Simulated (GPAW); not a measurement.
# GaN (F-43m) in GPAW: a series of runs, part 3 of 3

GPAW 26.7.0.

## Step 7: Relaxation of cell and atoms, PBEsol, target pressure 30 GPa, at which the enthalpy is minimised

run.py

```python
from ase import Atoms
from ase.filters import FrechetCellFilter
from ase.io import write
from ase.optimize import BFGS
from ase.units import GPa
from gpaw import GPAW, PW, setup_paths

setup_paths.insert(0, '.')

atoms = Atoms(['Ga', 'N'],
              cell=[[0.0, 2.2535006075, 2.2535006075],
                    [2.2535006075, 0.0, 2.2535006075],
                    [2.2535006075, 2.2535006075, 0.0]],
              scaled_positions=[[0.0, 0.0, 0.0],
                                [0.25, 0.25, 0.25]],
              pbc=True)

calc = GPAW(mode=PW(800),
            xc='PBEsol',
            kpts={'size': (10, 10, 10), 'gamma': True},
            occupations={'name': 'fermi-dirac', 'width': 0.05},
            nbands=11,
            convergence={'density': 1e-05, 'forces': 0.0001},
            maxiter=150,
            txt='gpaw.txt')
atoms.calc = calc
opt = BFGS(FrechetCellFilter(atoms, scalar_pressure=30 * GPa), trajectory='relax.traj', logfile='-')
done = opt.run(fmax=0.02, steps=60)
calc.write('gs.gpw')
write('result.traj', atoms)
print('Converged:', done)
print('Cell:', atoms.cell.cellpar().round(4))
print('Volume:', round(atoms.get_volume(), 4))
print(atoms.get_scaled_positions().round(5))
```

Potentials or basis: PAW data sets generated in the run's folder for this functional, pw.

On the command line:

```
gpaw-setup -f PBEsol Ga N
OMP_NUM_THREADS=1 python run.py
```

gpaw.txt:

```text
__  _  _
 | _ |_)|_||  |
 |__||  | ||/\| - 26.7.0

Input parameters:
  mode=PW(ecut=800.0),
  convergence={'density': 1e-05, 'forces': 0.0001},
  kpts=MonkhorstPack(size=(10, 10, 10), gamma=True),
  maxiter=150,
  nbands=11,
  occupations=Occupations(name='fermi-dirac', width=0.05),
  xc=XC(name='PBEsol')

Diagonalizing LCAO Hamiltonian
Converting LCAO to pw mode

           N
       Ga

Atoms  # Å, Bohr magnetons
|   | symbol |        x |        y |        z |    initial magnetic moments |
|---|--------|----------|----------|----------|-----------------------------|
| 0 |     Ga | 0.000000 | 0.000000 | 0.000000 | ( 0.0000,  0.0000,  0.0000) |
| 1 |      N | 1.126750 | 1.126750 | 1.126750 | ( 0.0000,  0.0000,  0.0000) |

Unit cell  # Å
| periodic |        x |        y |        z |  lengths |    angles |
|----------|----------|----------|----------|----------|-----------|
|      yes | 0.000000 | 2.253501 | 2.253501 | 3.186931 | 60.000000 |
|      yes | 2.253501 | 0.000000 | 2.253501 | 3.186931 | 60.000000 |
|      yes | 2.253501 | 2.253501 | 0.000000 | 3.186931 | 60.000000 |

Number of symmetries: 24
Symmetry operations  # r_c * U_cc + t_c -> r_c
|    | kind |            matrix            |
|----|------|------------------------------|
|  0 |  E   |  1, 0, 0,  0, 1, 0,  0, 0, 1 |
|  1 |  σ   |  1, 0, 0,  0, 0, 1,  0, 1, 0 |
|  2 |  σ   |  1, 0,-1,  0, 1,-1,  0, 0,-1 |
|  3 |  C3  |  1, 0,-1,  0, 0,-1,  0, 1,-1 |
|  4 |  C3  |  1,-1, 0,  0,-1, 1,  0,-1, 0 |
|  5 |  σ   |  1,-1, 0,  0,-1, 0,  0,-1, 1 |
|  6 |  σ   |  0, 1, 0,  1, 0, 0,  0, 0, 1 |
|  7 |  C3  |  0, 1, 0,  0, 0, 1,  1, 0, 0 |
|  8 |  C2  |  0, 1,-1,  1, 0,-1,  0, 0,-1 |
[... 200 lines left out ...]
Stress tensor  # eV/Ang^3
|         x |         y |         z |
|-----------|-----------|-----------|
| -0.041809 | -0.000000 | -0.000000 |
| -0.000000 | -0.041809 | -0.000000 |
| -0.000000 | -0.000000 | -0.041809 |

Forces  # eV/Ang
|        x |        y |        z |
|----------|----------|----------|
| -0.00000 | -0.00000 | -0.00000 |  # Ga   0
|  0.00000 |  0.00000 |  0.00000 |  # N    1

Interpolating wave functions to new cell

[... 240 lines left out ...]

Interpolating wave functions to new cell

           N
       Ga

Atoms  # Å, Bohr magnetons
|   | symbol |        x |        y |         z |    initial magnetic moments |
|---|--------|----------|----------|-----------|-----------------------------|
| 0 |     Ga | 0.000000 | 0.000000 | -0.000000 | ( 0.0000,  0.0000,  0.0000) |
| 1 |      N | 1.094217 | 1.094217 |  1.094217 | ( 0.0000,  0.0000,  0.0000) |

Unit cell  # Å
| periodic |        x |        y |         z |  lengths |    angles |
|----------|----------|----------|-----------|----------|-----------|
|      yes | 0.000000 | 2.188434 |  2.188434 | 3.094914 | 60.000000 |
|      yes | 2.188434 | 0.000000 |  2.188434 | 3.094914 | 60.000000 |
|      yes | 2.188434 | 2.188434 | -0.000000 | 3.094914 | 60.000000 |

Number of symmetries: 24
Symmetry operations  # r_c * U_cc + t_c -> r_c
|    | kind |            matrix            |
|----|------|------------------------------|
|  0 |  E   |  1, 0, 0,  0, 1, 0,  0, 0, 1 |
|  1 |  σ   |  1, 0, 0,  0, 0, 1,  0, 1, 0 |
|  2 |  σ   |  1, 0,-1,  0, 1,-1,  0, 0,-1 |
|  3 |  C3  |  1, 0,-1,  0, 0,-1,  0, 1,-1 |
|  4 |  C3  |  1,-1, 0,  0,-1, 1,  0,-1, 0 |
|  5 |  σ   |  1,-1, 0,  0,-1, 0,  0,-1, 1 |
|  6 |  σ   |  0, 1, 0,  1, 0, 0,  0, 0, 1 |
|  7 |  C3  |  0, 1, 0,  0, 0, 1,  1, 0, 0 |
|  8 |  C2  |  0, 1,-1,  1, 0,-1,  0, 0,-1 |
[... 200 lines left out ...]
Stress tensor  # eV/Ang^3
|         x |         y |         z |
|-----------|-----------|-----------|
| -0.196506 | -0.000000 | -0.000000 |
| -0.000000 | -0.196506 | -0.000000 |
| -0.000000 | -0.000000 | -0.196506 |

Forces  # eV/Ang
|        x |        y |       z |
|----------|----------|---------|
| -0.00000 | -0.00000 | 0.00000 |  # Ga   0
| -0.00000 | -0.00000 | 0.00000 |  # N    1

Interpolating wave functions to new cell

           N
       Ga

Atoms  # Å, Bohr magnetons
|   | symbol |        x |        y |         z |    initial magnetic moments |
|---|--------|----------|----------|-----------|-----------------------------|
| 0 |     Ga | 0.000000 | 0.000000 | -0.000000 | ( 0.0000,  0.0000,  0.0000) |
| 1 |      N | 1.095921 | 1.095921 |  1.095921 | ( 0.0000,  0.0000,  0.0000) |

Unit cell  # Å
| periodic |        x |         y |        z |  lengths |    angles |
|----------|----------|-----------|----------|----------|-----------|
|      yes | 0.000000 |  2.191842 | 2.191842 | 3.099733 | 60.000000 |
|      yes | 2.191842 | -0.000000 | 2.191842 | 3.099733 | 60.000000 |
|      yes | 2.191842 |  2.191842 | 0.000000 | 3.099733 | 60.000000 |

Number of symmetries: 24
Symmetry operations  # r_c * U_cc + t_c -> r_c
|    | kind |            matrix            |
|----|------|------------------------------|
|  0 |  E   |  1, 0, 0,  0, 1, 0,  0, 0, 1 |
|  1 |  σ   |  1, 0, 0,  0, 0, 1,  0, 1, 0 |
|  2 |  σ   |  1, 0,-1,  0, 1,-1,  0, 0,-1 |
|  3 |  C3  |  1, 0,-1,  0, 0,-1,  0, 1,-1 |
|  4 |  C3  |  1,-1, 0,  0,-1, 1,  0,-1, 0 |
|  5 |  σ   |  1,-1, 0,  0,-1, 0,  0,-1, 1 |
|  6 |  σ   |  0, 1, 0,  1, 0, 0,  0, 0, 1 |
|  7 |  C3  |  0, 1, 0,  0, 0, 1,  1, 0, 0 |
|  8 |  C2  |  0, 1,-1,  1, 0,-1,  0, 0,-1 |
[... 199 lines left out ...]
Stress tensor  # eV/Ang^3
|         x |         y |         z |
|-----------|-----------|-----------|
| -0.186771 | -0.000000 | -0.000000 |
| -0.000000 | -0.186771 |  0.000000 |
| -0.000000 |  0.000000 | -0.186771 |

Forces  # eV/Ang
|        x |        y |        z |
|----------|----------|----------|
|  0.00000 |  0.00000 |  0.00000 |  # Ga   0
| -0.00000 | -0.00000 | -0.00000 |  # N    1

# Writing to gs.gpw (mode='')
```

stdout:

```text
Step          Energy          fmax
BFGS:    0       -8.732043        1.664355
BFGS:    1       -8.823914        0.989020
BFGS:    2       -8.866745        0.097057
BFGS:    3       -8.867572        0.004990
Converged: True
Cell: [ 3.0997  3.0997  3.0997 60.     60.     60.    ]
Volume: 21.06
[[0.   0.   0.  ]
 [0.25 0.25 0.25]]
```

Wall time 2.1 min (1 thread of Intel Xeon at 2.50GHz (Skylake/Cascade Lake), shared host); peak memory 0.2 GiB.

What came out:

| Property | Result |
| --- | --- |
| Free energy | -12.8110 eV |
| Relaxed volume | 10.53 Å³/atom |
| Relaxed cell | a = 3.100 Å, b = 3.100 Å, c = 3.100 Å, α = 60.00°, β = 60.00°, γ = 60.00° |
| Space group after relaxing (to 0.05 Å) | F-43m (No. 216) |
| Energy change on relaxing (the enthalpy is what falls) | +103.4 meV/atom |
| Ionic steps | 4 |
| Pressure after relaxing | 29.9 GPa |
| Band gap on the k mesh | 2.35 eV, direct |

The path:
```csv
step,energy change (eV),largest force (eV/Å),pressure (GPa),volume (Å³)
1,0.0000,0.0000,6.70,22.89
2,0.0583,0.0000,15.65,22.09
3,0.2259,0.0000,31.48,20.96
4,0.2067,0.0000,29.92,21.06
```

Final structure:
```
CELL_PARAMETERS angstrom
0.00000 2.19184 2.19184
2.19184 0.00000 2.19184
2.19184 2.19184 0.00000
ATOMIC_POSITIONS crystal
Ga 0.00000 0.00000 0.00000
N 0.25000 0.25000 0.25000
```

Caveat: the data sets keep Ga 3d, Li 1s and Be 1s frozen, and some such compounds lay over 1.5 % in volume off other programs; later steps reuse the first step's grids.

## Step 8: The runs side by side

| cell | target pressure | gap on the mesh (eV) | pressure (GPa) |
| --- | --- | --- | --- |
| relaxed | - | 1.59 | 0.2 |
| relaxed to 2 GPa | 2 GPa | 1.65 | 2.1 |
| relaxed to 5 GPa | 5 GPa | 1.74 | 5.0 |
| relaxed to 10 GPa | 10 GPa | 1.89 | 10.0 |
| relaxed to 20 GPa | 20 GPa | 2.13 | 20.0 |
| relaxed to 30 GPa | 30 GPa | 2.35 | 29.9 |

Alike in all rows: task relaxation of cell and atoms; level PBEsol; potentials or basis PAW data sets generated in the run's folder for this functional, pw; no spin polarisation; k mesh 10 × 10 × 10; cutoff (eV) 800; smearing fermi-dirac 0.05 eV.

Caveats: the data sets keep Ga 3d, Li 1s and Be 1s frozen, and some such compounds lay over 1.5 % in volume off other programs; later steps reuse the first step's grids.

Absolute energies hang on the potentials; compare differences alone.
